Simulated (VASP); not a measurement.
## KTaO3 in VASP 6.6.1, single-point calculation

INCAR

```
ISPIN = 2
ADDGRID = .TRUE.
ISMEAR = -1
PREC = Accurate
LREAL = .FALSE.
SIGMA = 0.02
NSW = 0
GGA = PE
EDIFF = 0.0001
IBRION = -1
LASPH = .TRUE.
LCHARG = .FALSE.
NBANDS = 27
ENCUT = 520
NELM = 120
MAGMOM = -1 1 1 1 -1
LWAVE = .FALSE.
ISIF = 2
```

KPOINTS

```
KPOINTS created by Atomic Simulation Environment
0
Gamma
6 6 6
0 0 0
```

POSCAR

```
K  Ta O
 1.0000000000000000
     3.9901309586000000    0.0000000000000000    0.0000000000000000
     0.0000000000000000    3.9901309586000000    0.0000000000000000
     0.0000000000000000    0.0000000000000000    4.2020069124999999
 K   Ta  O
   1   1   3
Cartesian
  1.9950654793000000  1.9950654793000000  2.1010034562500000
  0.0000000000000000  0.0000000000000000  0.0000000000000000
  1.9950654793000000  0.0000000000000000  0.0000000000000000
  0.0000000000000000  1.9950654793000000  0.0000000000000000
  0.0000000000000000  0.0000000000000000  2.1010034562500000
```

The recommended PBE PAW datasets give the neutral cell 38 valence electrons.

Command

```
mpirun -np 1 vasp_std
```

Problem. Predict the outcome of this run.

Solution. It converged. Results: pressure -3.3 GPa; magnetic moment of the cell 0.00 μB.

OSZICAR

```
N       E                     dE             d eps       ncg     rms          rms(c)
DAV:   1     0.319330935694E+03    0.31933E+03   -0.20282E+04  4320   0.138E+03
DAV:   2    -0.291287792321E+02   -0.34846E+03   -0.33890E+03  5150   0.401E+02
DAV:   3    -0.477475161037E+02   -0.18619E+02   -0.18533E+02  6314   0.897E+01
DAV:   4    -0.483119500226E+02   -0.56443E+00   -0.56361E+00  6976   0.101E+01
DAV:   5    -0.483155912197E+02   -0.36412E-02   -0.36406E-02  5783   0.782E-01    0.331E+01
DAV:   6    -0.410980646511E+02    0.72175E+01   -0.37413E+01  5061   0.399E+01    0.120E+01
DAV:   7    -0.410094991891E+02    0.88565E-01   -0.22371E+00  5432   0.926E+00    0.859E+00
DAV:   8    -0.409425702159E+02    0.66929E-01   -0.43789E-01  5314   0.528E+00    0.304E+00
DAV:   9    -0.409423544437E+02    0.21577E-03   -0.28268E-02  5484   0.121E+00    0.758E-01
DAV:  10    -0.409395044768E+02    0.28500E-02   -0.67262E-03  5831   0.568E-01    0.211E-01
DAV:  11    -0.409391209969E+02    0.38348E-03   -0.48084E-03  5820   0.458E-01    0.107E-01
DAV:  12    -0.409391736995E+02   -0.52703E-04   -0.33275E-04  4903   0.126E-01
   1 F= -.40939174E+02 E0= -.40939174E+02  d E =-.229489E-12  mag=    -0.0000
```

For comparison, a separate PBE run of the intended cell, on usual settings and not on those above, gives a gap of 1.99 eV on its mesh and a pressure of -3.2 GPa.
